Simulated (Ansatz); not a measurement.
Nb:

```xyz
1
Lattice="-1.6640 1.6640 1.6640 1.6640 -1.6640 1.6640 1.6640 1.6640 -1.6640" Properties=species:S:1:pos:R:3 pbc="T T T"
Nb    0.0000    0.0000    0.0000
```

- Program: Ansatz 0.2.0
- Task: relaxation of cell and atoms
- Functional: BLYP
- Potentials or basis: Ansatz PAW
- Cutoff: 420 eV (not typed: the program's choice for these potentials)
- k mesh: 11 × 11 × 11
- Occupations: fermi-dirac, width 0.05 eV
- Spin: no spin polarisation

At the start: volume 18.43 Å³/atom.

Problem. How do energy, volume and symmetry change on relaxing?

Solution. It ends after 4 steps and the volume is 18.89 Å³/atom (+2.5 %); space group Im-3m (No. 229, to 0.05 Å).

The path:
```csv
step,energy change (eV),largest force (eV/Å),volume (Å³)
1,0.0000,0.0000,18.43
2,-0.0057,0.0000,18.93
3,-0.0057,0.0000,18.89
4,-0.0058,0.0000,18.89
```

Final structure:
```xyz
1
Lattice="-1.6778 1.6778 1.6778 1.6778 -1.6778 1.6778 1.6778 1.6778 -1.6778" Properties=species:S:1:pos:R:3 pbc="T T T"
Nb    0.0000    0.0000    0.0000
```

Caveat: the plane-wave basis is chosen anew once the cell has moved, so the energies of steps on either side of that aren't comparable; the PAW data sets come from PBE, with cores solved anew for the run's functional, which leaves a small shift of forces and pressure.
